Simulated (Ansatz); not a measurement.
**Worked example: C3H8OSi + C2H6O2Si → C3H10OSi2 + C2H4O2**

Species: C3H8OSi `C=C[SiH](C)O`, singlet; C2H6O2Si `CC(=O)O[SiH3]`, singlet; C3H10OSi2 `C=C[SiH](C)O[SiH3]`, singlet; C2H4O2 (acetic acid) `CC(=O)O`, singlet. The partners trade H for SiH3; both sit on O, so the bond types are kept.

Shapes, held fixed at every level: PBE0-D4/def2-TZVP. Flexible molecules stand in one conformer, not always the lowest. Programs: Ansatz 0.2.0. The zero-point and thermal change to 298 K, harmonic and unscaled (PBE0-D4/def2-TZVP), is +2.9 kJ/mol.

At CCSD(T)/CBS estimate; 1 Eh = 2625.50 kJ/mol:

| species | energy (Eh) |
| --- | --- |
| C3H8OSi | -483.270440 |
| C2H6O2Si | -519.186001 |
| C3H10OSi2 | -773.591666 |
| C2H4O2 | -228.875292 |

**Question.** Work out ΔH(298 K) of the reaction at this level.

**Answer.** 
1. Products less reactants: (-773.591666) + (-228.875292) − [(-483.270440) + (-519.186001)] = -0.010517 Eh = -27.6 kJ/mol.
2. With the thermal change: -27.6 + (+2.9) = -24.7 kJ/mol.

Other levels give -27.8 (CCSD/def2-SVP) to -23.9 kJ/mol (MP2/def2-TZVPP). No measured value is set beside it here. The CBS estimate extrapolates MP2 from def2-TZVPP and def2-QZVPP and adds CCSD(T) − MP2 in the triple-zeta set, cores frozen.
